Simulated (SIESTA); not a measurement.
**HfO2 under changes of volume**

One of the cells (11.152 Å³/atom); the others are scaled copies at fixed shape and fractional positions:

```xyz
3
Lattice="0.0000 2.5575 2.5575 2.5575 0.0000 2.5575 2.5575 2.5575 0.0000" Properties=species:S:1:pos:R:3 pbc="T T T"
Hf    0.0000    0.0000    0.0000
O     3.8363    3.8363    3.8363
O     1.2788    1.2788    1.2788
```

Measurements of this composition are mostly on another form, of space group No. 14.

| Property | Result |
| --- | --- |
| Program | SIESTA 5.4.2 |
| Functional | PBE |
| Potentials or basis | PseudoDojo 0.4 standard (PBE files) |
| Basis | DZ (energy shift 0.002 Ry) |
| Grid cutoff | 800 Ry |
| Energy shift | 0.002 Ry |
| k mesh | 9 × 9 × 9 |
| Occupations | fermi-dirac, width 0.05 eV |
| Spin | no spin polarisation |

| volume (Å³/atom) | energy over the lowest point (meV/atom) | pressure (GPa) | gap on the mesh (eV) |
| --- | --- | --- | --- |
| 10.483 | 25.96 | 15.7 | 3.92 |
| 10.706 | 9.03 | 8.9 | 3.86 |
| 10.929 | 0.75 | 3.1 | 3.81 |
| 11.152 | 0.00 | -2.2 | 3.75 |
| 11.375 | ? | ? | ? |
| 11.598 | 19.32 | -11.3 | 3.63 |
| 11.821 | 37.73 | -15.1 | 3.57 |

Problem. What does the run at 11.375 Å³/atom give?

Solution. Energy over the lowest point 6.46 meV/atom; pressure -7.1 GPa; gap on the mesh 3.69 eV.

Worked out: A Birch-Murnaghan fit of order 3 (a polynomial in V^(-2/3)) to the other rows has its minimum at 11.06 Å³/atom with B0 = V·E''(V) = 260 GPa and B' = 4.0. It gives 6.51 meV/atom at 11.375 Å³/atom, against the run's 6.46, and -dE/dV = -7.0 GPa, against -7.1. A straight line through the other rows of the gap, of slope -2.91 eV per unit of ln V, gives 3.69 eV, against the run's 3.69.

Energies are extrapolated to zero smearing.

Caveats: the basis has no polarisation orbitals; semicore shells carry a single zeta, which can move pressures by several GPa and volumes by a few percent; spin-orbit coupling is left out, which moves the levels of the heavy elements; an odd mesh through Γ misses points on the zone boundary, where band edges often lie; the basis of atomic orbitals isn't converged, which shifts pressures, moduli and gaps.
